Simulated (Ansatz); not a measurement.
**hcp against fcc along group 15**

Method: Ansatz, DFT, PBE, plane waves (420 eV) with PAW, scalar-relativistic.

Each structure is relaxed within its symmetry, in the lowest magnetic state of the tried starts. Differences under about 8 meV lie within the error of the k-point mesh.

```json
{"element": "As", "E(hcp) − E(fcc) (meV/atom)": "-35", "V(hcp) (Å³/atom)": "19.25", "V(fcc) (Å³/atom)": "19.34", "state of hcp": "spin not included", "state of fcc": "spin not included"}
{"element": "Sb", "E(hcp) − E(fcc) (meV/atom)": "-38", "V(hcp) (Å³/atom)": "27.41", "V(fcc) (Å³/atom)": "27.44", "state of hcp": "spin not included", "state of fcc": "spin not included"}
{"element": "Bi", "E(hcp) − E(fcc) (meV/atom)": "?", "V(hcp) (Å³/atom)": "?", "V(fcc) (Å³/atom)": "?", "state of hcp": "?", "state of fcc": "?"}
```

Q: Fill in the row of Bi.

A: E(hcp) − E(fcc) (meV/atom): -46; V(hcp) (Å³/atom): 31.63; V(fcc) (Å³/atom): 31.85; state of hcp: spin not included; state of fcc: spin not included.
